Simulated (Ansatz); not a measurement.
# Zn17S18: the cost of one run

Program: Ansatz 0.2.0. Level of theory: DFT PBE, scalar-relativistic, plane waves, PAW. These are calculated values, not measurements.

3 further runs of the same task are left out: 3 set aside as unsound or not needed.

**1. The structure to begin with**

It takes space group P6_3mc (No. 186, hexagonal). The conventional cell has a = 3.844 Å, b = 3.844 Å, c = 6.305 Å, α = 90.00°, β = 90.00°, γ = 120.00°. Around Zn (site symmetry 3m) lie 4 S at 2.36 Å. Around S (site symmetry 3m) lie 4 Zn at 2.36 Å.

Structure file:

```cif
data_structure
_symmetry_space_group_name_H-M 'P6_3mc'
_symmetry_Int_Tables_number 186
_cell_length_a 3.8441
_cell_length_b 3.8441
_cell_length_c 6.3046
_cell_angle_alpha 90.000
_cell_angle_beta 90.000
_cell_angle_gamma 120.000
_cell_volume 80.68
loop_
_atom_site_label
_atom_site_type_symbol
_atom_site_symmetry_multiplicity
_atom_site_Wyckoff_symbol
_atom_site_fract_x
_atom_site_fract_y
_atom_site_fract_z
_atom_site_occupancy
Zn1 Zn 2 b 0.33333 0.66667 0.00027 1
S1 S 2 b 0.33333 0.66667 0.37473 1
```

It goes back to an entry of the Materials Project.

This cell was relaxed beforehand with the same method: volume 20.17 Å³/atom, gap on the mesh 2.08 eV.

The host's static dielectric tensor, from an earlier linear-response run, has a mean of 9.20.

The perfect supercell (rows 1 -1 1; 1 2 1; -2 -1 1 in vectors of this cell) comes from an earlier run at this level (36 atoms, E(σ→0) -76009.1008 eV, gap 3.11 eV on its own mesh).

**2. Making the defect**

The atom at (0.222, 0.222, 0.556) of the supercell is taken out. A small random displacement (spread 0.05 Å) lets the symmetry of the site break. Its neighbours are 4 S at 2.36 Å.

**3. Relaxing the defect, charge 0**

Input file input.yaml:

```yaml
crystal:
  lattice:
    - [5.7661004035, -3.3290596202, 6.3046430491]
    - [1.0e-10, 6.6581192404, 6.3046430491]
    - [-5.7661004036, -3.3290596201, 6.3046430491]
  atoms:
    - { symbol: Zn, position: [0.8889777801, 0.5556444468, 0.5556444468] }
    - { symbol: Zn, position: [0.5556444468, 0.2223111135, 0.2223111135] }
    - { symbol: Zn, position: [0.8889777801, 0.2223111135, 0.8889777801] }
    - { symbol: Zn, position: [0.2223111135, 0.5556444468, 0.2223111135] }
    - { symbol: Zn, position: [0.5556444468, 0.8889777801, 0.5556444468] }
    - { symbol: Zn, position: [0.8889777801, 0.8889777801, 0.2223111135] }
    - { symbol: Zn, position: [0.5556444468, 0.5556444468, 0.8889777801] }
    - { symbol: Zn, position: [0.2223111135, 0.8889777801, 0.8889777801] }
    - { symbol: Zn, position: [0.6112000024, 0.277866669, 0.6112000024] }
    - { symbol: Zn, position: [0.277866669, 0.6112000024, 0.6112000024] }
    - { symbol: Zn, position: [0.9445333357, 0.277866669, 0.277866669] }
    - { symbol: Zn, position: [0.277866669, 0.277866669, 0.9445333357] }
    - { symbol: Zn, position: [0.6112000024, 0.6112000024, 0.277866669] }
    - { symbol: Zn, position: [0.9445333357, 0.9445333357, 0.6112000024] }
    - { symbol: Zn, position: [0.277866669, 0.9445333357, 0.277866669] }
    - { symbol: Zn, position: [0.9445333357, 0.6112000024, 0.9445333357] }
    - { symbol: Zn, position: [0.6112000024, 0.9445333357, 0.9445333357] }
    - { symbol: S, position: [0.3444607144, 0.3430637991, 0.6920444222], spin: 0.5 }
    - { symbol: S, position: [0.0137999976, 0.6804666643, 0.6804666643] }
    - { symbol: S, position: [0.6804666643, 0.347133331, 0.347133331] }
    - { symbol: S, position: [0.0137999976, 0.347133331, 0.0137999976] }
    - { symbol: S, position: [0.347133331, 0.6804666643, 0.347133331] }
    - { symbol: S, position: [0.6804666643, 0.0137999976, 0.6804666643] }
    - { symbol: S, position: [0.0137999976, 0.0137999976, 0.347133331] }
    - { symbol: S, position: [0.6804666643, 0.6804666643, 0.0137999976] }
    - { symbol: S, position: [0.347133331, 0.0137999976, 0.0137999976] }
    - { symbol: S, position: [0.7360222199, 0.4026888865, 0.7360222199] }
    - { symbol: S, position: [0.4026888865, 0.7360222199, 0.7360222199] }
    - { symbol: S, position: [0.0600070066, 0.4045806511, 0.4070281114], spin: 0.5 }
    - { symbol: S, position: [0.4026888865, 0.4026888865, 0.0693555532] }
    - { symbol: S, position: [0.7360222199, 0.7360222199, 0.4026888865] }
    - { symbol: S, position: [0.0700896407, 0.0722417119, 0.7353060603], spin: 0.5 }
    - { symbol: S, position: [0.4038697054, 0.0768026242, 0.4099509005], spin: 0.5 }
    - { symbol: S, position: [0.0693555532, 0.7360222199, 0.0693555532] }
    - { symbol: S, position: [0.7360222199, 0.0693555532, 0.0693555532] }
  host:
    lattice:
      - [3.8440669357, 0.0, 0.0]
      - [-1.9220334678, 3.3290596202, 0.0]
      - [0.0, 0.0, 6.3046430491]
    atoms:
      - { symbol: Zn, position: [0.3333333333, 0.6666666667, 0.0002666737] }
      - { symbol: Zn, position: [0.6666666667, 0.3333333333, 0.5002666737] }
      - { symbol: S, position: [0.3333333333, 0.6666666667, 0.3747333263] }
      - { symbol: S, position: [0.6666666667, 0.3333333333, 0.8747333263] }
basis:
  ecutwfc: 420
  xc_grid: 2
kpoints:
  mp_grid: { grid: [2, 2, 2], shift: [0.5, 0.5, 0.5] }
hamiltonian:
  xc: pbe
scf:
  occupations: { method: gaussian, width: 0.01 }
output:
  forces: true
  stress: false
  eigenvalues: true
  populations: true
  charged_corrections:
    defect_position: [0.22231111, 0.22231111, 0.55564445]
    epsilon: [[9.0008, 0.0, 0.0], [0.0, 9.0008, 0.0], [0.0, 0.0, 9.6061]]
  write_density: true
  write_potential: true
  elf: true
  volumetric_format: npy
magnetization:
  spin_polarized: true
relax:
  adjacent_minimum: "off"
  f_tol: 0.025
  max_steps: 45
```

Started as:

```console
$ ansatz run input.yaml --threads 4 --pin off --max-ram 10240MiB --backend cpu --events-out ev --progress --plain --runs-dir out
```

**Question.** How long does this run take on 4 threads of Arm Neoverse V2, shared host, and how much memory does it need?

About 8.1 min, with a peak of 2.9 GiB.
